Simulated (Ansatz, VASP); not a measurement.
# Two plane-wave programs on Ba

INCAR

```
PREC     = Accurate       # precision mode
ENCUT    = 520            # plane-wave cutoff, eV
EDIFF    = 1E-7           # SCF threshold, eV
ISMEAR   = 0              # smearing method
SIGMA    = 0.15           # smearing width, eV
LREAL    = F              # projectors in reciprocal space
LASPH    = T              # aspherical terms in the spheres
NELM     = 100            # most SCF steps
ALGO     = Normal         # electronic algorithm
ISIF     = 2              # what is computed and relaxed
LWAVE    = F              # write WAVECAR
LCHARG   = F              # write CHGCAR
GGA      = CA             # functional
NBANDS   = 17             # bands
```

Contents of KPOINTS:

```
Automatic mesh
0
Gamma
  9 9 14
```

POSCAR

```
Ba
1.0
    6.7772952019      0.0000000000      0.0000000000
   -3.3886476010      5.8693098138      0.0000000000
    0.0000000000      0.0000000000      4.1658585113
Ba
2
Direct
    0.3333333333      0.6666666667      0.5000000000
    0.6666666667      0.3333333333      0.5000000000
```

Input for Ansatz:

```yaml
crystal:
  lattice:
    - [6.7772952019, 0.0, 0.0]
    - [-3.388647601, 5.8693098138, 0.0]
    - [0.0, 0.0, 4.1658585113]
  atoms:
    - { symbol: Ba, position: [0.3333333333, 0.6666666667, 0.5] }
    - { symbol: Ba, position: [0.6666666667, 0.3333333333, 0.5] }
basis:
  ecutwfc: 420
kpoints:
  mp_grid: { grid: [9, 9, 14] }
hamiltonian:
  xc: lda
scf:
  occupations: { method: gaussian, width: 0.15 }
output:
  forces: true
  stress: true
  eigenvalues: true
```

Alike in both runs: task single point; functional LDA; k mesh 9 × 9 × 14; occupations gaussian, width 0.15 eV; no spin polarisation.

```csv
,VASP,Ansatz
version,VASP 6.6.1,Ansatz 0.2.0
potentials or method,"VASP PAW LDA potentials, release 64 (Ba_sv)","scalar-relativistic, plane waves, PAW"
plane-wave cutoff (eV),520,420
valence electrons in the cell,20,20
```

Ansatz gave:

* gap on the k mesh at the Fermi level (eV): none
* pressure (GPa): -0.6
* largest component of the traceless stress (GPa): 1.36

Which values does VASP return?

gap on the k mesh at the Fermi level (eV): none; pressure (GPa): -0.6; largest component of the traceless stress (GPa): 1.37.

A gap of «none» marks a metal or a gap that the smearing closes.

Spin-orbit coupling is left out, which matters for the levels of Ba.
